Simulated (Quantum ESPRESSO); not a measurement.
Runs of Quantum ESPRESSO 7.5 on Rh. The structure is cubic, space group Fm-3m (No. 225). The conventional cell has a = 3.796 Å, b = 3.796 Å, c = 3.796 Å, α = 90.00°, β = 90.00°, γ = 90.00°. Around Rh (site symmetry m-3m) lie 12 Rh at 2.68 Å. 

```csv
task,level,potentials or basis,cell,k mesh,cutoff (eV),symmetry,SCF threshold,form of the LDA correlation,gap on the mesh (eV),pressure (GPa),V0 of scaled cells (Å³/atom),B0 (GPa)
equation of state,r2SCAN,SG15 PBE 1.2,as given,9 × 9 × 9,952,off,1e-08 Ry,-,-,-,(a),288
equation of state,LDA,GBRV 1.5 LDA,as given,12 × 12 × 12,612,-,2e-10 Ry,PZ81,-,-,13.27,320
single point,PBEsol,GBRV 1.5 PBEsol,cell strained at random at fixed volume,12 × 12 × 12,612,-,2e-10 Ry,-,none,-1.8,-,-
band structure,PBEsol,GBRV 1.5 PBEsol,as given,12 × 12 × 12,612,-,2e-10 Ry,-,none,-3.0,-,-
single point,PBEsol,GBRV 1.5 PBEsol,as given,12 × 12 × 12,612,-,2e-10 Ry,-,none,-3.0,-,-
```

Alike in all rows: no spin polarisation; smearing fermi-dirac 0.05 eV.

Question: Estimate the missing entries.

Answer: (a) 13.63.

Caveats: the potentials were made for another functional, which shifts forces and pressure (some runs).

A k mesh can miss the band edges, and the runs leave out spin-orbit coupling on Rh.

A gap of «none» marks a metal or a gap under the smearing width.
